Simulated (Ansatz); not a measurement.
TaN, DFT, PBEsol, all-electron LAPW, scalar-relativistic (Ansatz 0.2.0), run on 1 thread of AMD EPYC 7R43 64-Core Processor (Zen 3) on a shared host.

The cell comes from COD entry 1523630, which wasn't checked; take it as a given geometry. The listed cell was then made from it by scaling, straining or moving an atom.

Command: `ansatz run input.yaml --threads 1 --pin off --max-ram 4096MiB --backend cpu --events-out ev --progress --plain --runs-dir out`

```yaml
crystal:
  lattice:
    - [3.0480019786, 0.0304800198, 0.0304800198]
    - [-1.4976045179, 2.6244071343, 0.0111564616]
    - [0.04918, 0.04918, 4.918]
  atoms:
    - { symbol: Ta, position: [0.0, 0.0, 0.0] }
    - { symbol: Ta, position: [0.0, 0.0, 0.5] }
    - { symbol: "N", position: [0.3333333333, 0.6666666667, 0.25] }
    - { symbol: "N", position: [0.6666666667, 0.3333333333, 0.75] }
kpoints:
  mp_grid: { grid: [11, 11, 6] }
  band_path:
    path:
      - [0.0, 0.0, 0.0]
      - [0.0, -0.5, 0.0]
      - [0.0, 0.0, 0.5]
      - [0.0, 0.0, 0.0]
      - [-0.5, 0.0, 0.0]
      - [-0.5, 0.5, -0.5]
      - [0.0, 0.0, 0.0]
      - [-0.5, 0.0, -0.5]
      - [-0.5, 0.5, 0.0]
    npoints: 5
scf:
  occupations: { method: fermi_dirac, width: 0.01 }
hamiltonian:
  xc: pbesol
  pseudopotentials: { kind: all_electron, lapw: { basis_error: 0.001 } }
output:
  forces: true
  stress: true
  eigenvalues: true
```

Problem. How large is the problem that the program sets up?

Solution. 364 irreducible k-points, 693 plane waves at Γ, 60 bands.

Problem. About how long does it take, and how much memory does it use?

Solution. 8.5 min of wall time for 11 SCF iterations, with a peak of 2.6 GiB. Times on shared machines scatter by tens of per cent.
